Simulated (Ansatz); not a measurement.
A plane-wave DFT run in Ansatz 0.2.0 (scalar-relativistic PAW potentials unless the input names others): input and command.

```yaml
crystal:
  lattice:
    - [2.4608831787, 0.0, 0.0]
    - [-1.2304415894, 2.1311873485, 0.0]
    - [0.0, 0.0, 4.018590817]
  atoms:
    - { symbol: Cu, position: [0.3333333333, 0.6666666667, 0.25] }
    - { symbol: Cu, position: [0.6666666667, 0.3333333333, 0.75] }
basis:
  ecutwfc: 420
kpoints:
  mp_grid: { grid: [18, 18, 10] }
hamiltonian:
  xc: r2scan
scf:
  occupations: { method: gaussian, width: 0.1 }
output:
  forces: true
  eigenvalues: true
  stress: true
relax:
  adjacent_minimum: "off"
  f_tol: 0.01
  max_steps: 30
  cell: { stress_tol: 0.1, fix: [volume] }
```

```bash
ansatz run input.yaml --threads 1 --pin off --max-ram 2560MiB --backend cpu --events-out ev --progress --plain --runs-dir out
```

Abridged log:
```
Warning: basis.ecutwfc = 420 eV is below the records' recommended 500 eV, and the density's cutoff is lower with it unless basis.ecutrho_ratio is high enough to keep the records' density cutoff: compare with a run at a higher cutoff
Pseudopotentials: kind: paw
Pseudopotential: Cu, paw, valence charge 19, recommended cutoff 500 eV (meta_gga)
Functional definition: r2SCAN
Crystal: 2 atoms, lattice volume = 21.076 Å³
Basis set: ecut = 420 eV, 391 PW (Γ), exchange–correlation on 72×72×108 points (64 copies of the dense FFT grid, shifted against one another)
Bands: 23, of which v1, the nominal top of the filled ones, is band 19 counted from 1 (18 counted from 0)
Symmetry: 24 space group operations
Space group: P63/mmc (ITA 194), of the structure as read, at distance tolerance 2.8e-5 Å
k-points: 222 of 3240
Initial density: superposition of atomic densities (neutral atoms: chi_scale 0, normalization atom), corrected by the library's trained network
Initial wavefunctions: pseudopotential atomic-orbital guess
Functional: x = r2scan, c = r2scan; τ floored in thin density (d = 2e-4 eV/Å³)
SCF iter   1: F=—  HF=-13262.390406 eV  |F-HF|=—  |Δ(HF+E_count)|=         —  Δρ=3.88e-2  dr2=1.70e-1  dr2_τ=1.32e-3  ethr=1.77e-3  ⟨swp⟩=5.1  Hψ=18877  notcnv=0
SCF iter   2: F=—  HF=-13262.370230 eV  |F-HF|=—  |Δ(HF+E_count)|=   2.02e-2  Δρ=9.80e-3  dr2=6.79e-3  dr2_τ=2.10e-3  ethr=4.47e-4  ⟨swp⟩=2.0  Hψ=9991  notcnv=0  defer=47
SCF iter   3: F=—  HF=-13262.360841 eV  |F-HF|=—  |Δ(HF+E_count)|=   9.39e-3  Δρ=5.54e-3  dr2=4.25e-3  dr2_τ=3.18e-5  ethr=1.79e-5  ⟨swp⟩=2.0  Hψ=10085  notcnv=0  defer=47
SCF iter   4: F=—  HF=-13262.359616 eV  |F-HF|=—  |Δ(HF+E_count)|=   1.22e-3  Δρ=1.02e-3  dr2=8.23e-5  dr2_τ=2.33e-6  ethr=1.12e-5  ⟨swp⟩=2.2  Hψ=6736  notcnv=0  defer=47
SCF iter   5: F=—  HF=-13262.359684 eV  |F-HF|=—  |Δ(HF+E_count)|=   6.80e-5  Δρ=1.12e-4  dr2=6.67e-7  dr2_τ=3.60e-8  ethr=2.17e-7  ⟨swp⟩=2.0  Hψ=9622  notcnv=0  defer=47
SCF iter   6: F=-13262.359691 eV  HF=-13262.359691 eV  |F-HF|=1.25e-7  |Δ(HF+E_count)|=   6.13e-6  Δρ=2.40e-5  dr2=3.62e-8  dr2_τ=4.36e-9  ethr=2.63e-10  ⟨swp⟩=7.0  Hψ=25707  notcnv=0
SCF 1 converged in 6 iterations: F = -13262.359691 eV  dr2 = 3.62e-8
relax step   1: F+E_penalty+E_count = -13262.35969069 eV  Δ(F+E_penalty+E_count) = +0.000e0 eV  max|allowed force component| = 1.503e-17 eV/Å  Δτ_max = 0.0000 Å  P = +16.666 GPa  Ω = 21.076 Å³  fix = [volume]  reactions: volume +16.666 GPa (6 SCF iters, dr2 threshold 1.00e-7 eV, accepted)
Initial density: handed on by an earlier stage of this run
Initial wavefunctions: pseudopotential atomic-orbital guess (no wavefunctions were taken with the density)
SCF iter   1: F=—  HF=-13262.359691 eV  |F-HF|=—  |Δ(HF+E_count)|=         —  Δρ=2.40e-5  dr2=3.64e-8  dr2_τ=4.34e-9  ethr=2.59e-10  ⟨swp⟩=4.1  Hψ=38373  notcnv=0
SCF iter   2: F=—  HF=-13262.359691 eV  |F-HF|=—  |Δ(HF+E_count)|=   1.08e-7  Δρ=1.51e-5  dr2=1.11e-8  dr2_τ=5.03e-10  ethr=9.57e-11  ⟨swp⟩=2.0  Hψ=7620  notcnv=0
SCF iter   3: F=—  HF=-13262.359691 eV  |F-HF|=—  |Δ(HF+E_count)|=   6.24e-8  Δρ=3.68e-6  dr2=6.80e-10  dr2_τ=8.79e-11  ethr=2.93e-11  ⟨swp⟩=2.0  Hψ=9347  notcnv=0
SCF iter   4: F=—  HF=-13262.359691 eV  |F-HF|=—  |Δ(HF+E_count)|=   2.25e-8  Δρ=2.29e-5  dr2=5.83e-8  dr2_τ=3.18e-10  ethr=1.79e-12  ⟨swp⟩=3.2  Hψ=11073  notcnv=0
SCF iter   5: F=-13262.359691 eV  HF=-13262.359691 eV  |F-HF|=9.09e-12  |Δ(HF+E_count)|=   1.50e-8  Δρ=3.30e-7  dr2=1.11e-11  dr2_τ=3.89e-13  ethr=1.00e-12  ⟨swp⟩=3.1  Hψ=24517  notcnv=0
SCF 2 converged in 5 iterations: F = -13262.359691 eV  dr2 = 1.11e-11
SCF converged after 5 iterations
Free energy (F): -13262.359691 eV
Harris-Foulkes:  -13262.359691 eV  (|F-HF|=9.09e-12)
Internal energy: -13262.355411 eV  (E = F + TS)
E sigma→0 (E₀):  -13262.357551 eV
Entropy (-TS):   -0.004280 eV (-2.140 meV/atom)
Fermi energy:    19.092963 eV
--- Forces (eV/Å), atoms counted from 1 ---
  atom   1  Cu     0.00000000     0.00000000     0.00000000
  atom   2  Cu     0.00000000     0.00000000     0.00000000
--- Stress (GPa, compression-positive) ---
       16.690477       0.000000       0.000000
        0.000000      16.690477       0.000000
        0.000000       0.000000      16.612111
  P = ⅓ Tr σ = 16.6644 GPa (166.644 kbar)
--- Relaxed structure (1 steps of the walk, 1 accepted, 1 SCFs on fresh bases) ---
  F+E_penalty+E_count = -13262.35969075 eV   max|allowed force component| = 9.252e-18 eV/Å   (the final SCF, on the basis selected at the relaxed cell)
  cell:  # Å, volume = 21.0759 Å³
    - [2.4608831787, 0.0, 0.0]
    - [-1.23044158, 2.13118734, 0.0]
    - [0.0, 0.0, 4.018590817]
  atoms:
    - { symbol: Cu, position: [0.33333333, 0.66666666, 0.25] }
    - { symbol: Cu, position: [0.66666666, 0.33333333, 0.75] }
```

Apart from outputs and empty bands, the input differs from a reference run on usual settings in hamiltonian.xc: "pbe" → "r2scan". The reference, at the same start, ended its own course with pressure 24.52 GPa, largest force 0.000 eV/Å, no gap on the mesh. This run converged in 11 SCF iterations over all its steps (reference: 13) with a total energy on another zero, pressure 16.66 GPa, largest force 0.000 eV/Å, no gap on the mesh. Its cutoff is looser than usual. The Hamiltonian differs as well, so the change in the result can't be put down to that alone.

Time: 20 s on 1 thread of Arm Neoverse V2, with other jobs on the host, peak memory 0.41 GiB.